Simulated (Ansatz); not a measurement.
TiO2:

```
Ti O
1.0
    -4.35076    4.35076    1.88756
     4.35076   -4.35076    1.88756
     4.35076    4.35076   -1.88756
Ti O
4 8
Cartesian
  4.3259 -1.8075 1.8876
  2.5433 0.0248 0.0000
  1.8075 4.3259 1.8876
  0.0248 6.1582 0.0000
  3.0387 -0.0099 1.8876
  1.3888 1.4067 0.0000
  4.3409 1.3121 0.0000
  7.2948 1.3888 0.0000
  -2.9441 2.9620 1.8876
  0.0099 3.0387 1.8876
  2.9620 2.9441 1.8876
  1.3121 4.3606 0.0000
```

Measurements of this composition are mostly on another form, of space group No. 141.

| Property | Result |
| --- | --- |
| Program | Ansatz 0.2.0 |
| Task | single point |
| Functional | PBE |
| Potentials or basis | Ansatz PAW |
| Cutoff | 420 eV (not typed: the program's choice for these potentials) |
| k mesh | 8 × 8 × 8 |
| Occupations | fermi-dirac, width 0.05 eV |
| Spin | no spin polarisation |

On this cell: pressure 3.2 GPa; largest force 0.192 eV/Å; band gap on the k mesh 1.64 eV, indirect (least direct gap 2.33 eV).

The same run follows on a disturbed copy (atoms moved at random, drawn with an rms of 0.05 Å):

```xyz
12
Lattice="-4.3508 4.3508 1.8876 4.3508 -4.3508 1.8876 4.3508 4.3508 -1.8876" Properties=species:S:1:pos:R:3 pbc="T T T"
Ti    4.3813   -1.8044    1.8825
Ti    2.5336    0.0201    0.0046
Ti    1.8238    4.3264    1.9096
Ti   -0.0194    6.1700   -0.0626
O     3.0557    0.0074    1.8438
O     1.3874    1.4015   -0.0023
O     4.3561    1.2896   -0.0422
O     7.2530    1.3798   -0.0176
O    -2.9476    2.9958    1.8567
O     0.0253    3.0669    1.9406
O     2.9288    2.9436    1.8996
O     1.3533    4.3642    0.0059
```

Question: What does the disturbed cell give?

Answer: The energy moves by +15.7 meV/atom; pressure 4.1 GPa; largest force 1.707 eV/Å; band gap on the k mesh 1.71 eV, indirect (least direct gap 2.38 eV).

Forces on the atoms (eV/Å):
```
Ti  -1.210 -0.142  0.214
Ti   0.462 -0.471 -0.295
Ti  -0.630  0.899 -0.171
Ti   0.649 -0.032  0.239
O   -0.175  0.170  0.644
O   -0.050  0.156  0.038
O   -0.205  0.576  0.197
O    1.359  1.027  0.118
O   -0.600 -0.472 -0.049
O   -0.137 -0.533 -0.879
O    0.856 -0.889 -0.100
O   -0.317 -0.289  0.044
```

Stress tensor (GPa, compression positive):
```
 3.93 -3.08 -0.41
-3.08  5.38  0.86
-0.41  0.86  2.97
```

A k mesh can miss the band edges.
